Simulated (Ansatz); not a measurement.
Ni3Al: changing the functional

It takes space group Pm-3m (No. 221, cubic). The conventional cell has a = 3.523 Å, b = 3.523 Å, c = 3.523 Å, α = 90.00°, β = 90.00°, γ = 90.00°. Around Ni (site symmetry 4/mmm) lie 8 Ni at 2.49 Å and 4 Al at 2.49 Å. Al (site symmetry m-3m) is surrounded by 12 Ni at 2.49 Å.

The cell is a database's computed one, not the measured one.

Kept alike: task equation of state; k mesh 8 × 8 × 8; occupations fermi-dirac, width 0.05 eV; collinear spin, ferromagnetic start. Program: Ansatz, Ansatz PAW. Cutoffs run from 420 to 500 eV. The mesh is that of the run's cell of 4 atoms. No spin-orbit coupling.

| run | volume (Å³/atom) | bulk modulus (GPa) |
| --- | --- | --- |
| A | 10.897 | 203.0 |
| B | 10.541 | 221.4 |
| C | 10.960 | 202.1 |
| D | 11.346 | 181.7 |

For a metal such a mesh leaves the last digits unconverged. Volume and modulus come from cells scaled at fixed shape and fractions. The moments vanished: the runs ended non-magnetic. All rows use potentials made for PBE.

Q: The runs differ in the functional (and the cutoff that goes with it) alone: LDA; PBE; PBEsol; r2SCAN. Which run is which?

A: Run A is PBEsol; run B is LDA; run C is r2SCAN; run D is PBE. The volume runs from 10.541 (LDA) to 11.346 Å³/atom (PBE). From PBE: LDA -0.805; PBEsol -0.449; r2SCAN -0.386. The bulk modulus runs from 181.7 (PBE) to 221.4 GPa (LDA). From PBE: LDA +39.7; PBEsol +21.3; r2SCAN +20.4.

The bulk modulus falls as the equilibrium volume rises in all four runs, so the functional acts mainly through the bond length it prefers. LDA overbinds, pressing the Ni d and Al sp states into stronger overlap and stiffening the lattice. PBE's gradient correction favours more inhomogeneous densities and loosens the metallic bonds. PBEsol weakens that correction and lands between the two. r2SCAN comes out almost level with it by a different route, and their moduli alone would hardly tell them apart. The PBE volume lies closest to experiment, while the other three are too small.

The lost moments disagree with the known weak itinerant ferromagnetism of Ni3Al, which semilocal functionals usually exaggerate because they miss spin fluctuations. The likely cause is numerical: the exchange splitting depends on a sharp Ni d density of states at the Fermi level, which coarse sampling and broadening can blur, or the self-consistent cycle may have settled in a non-magnetic solution. The runs therefore don't show that the ground state is non-magnetic.
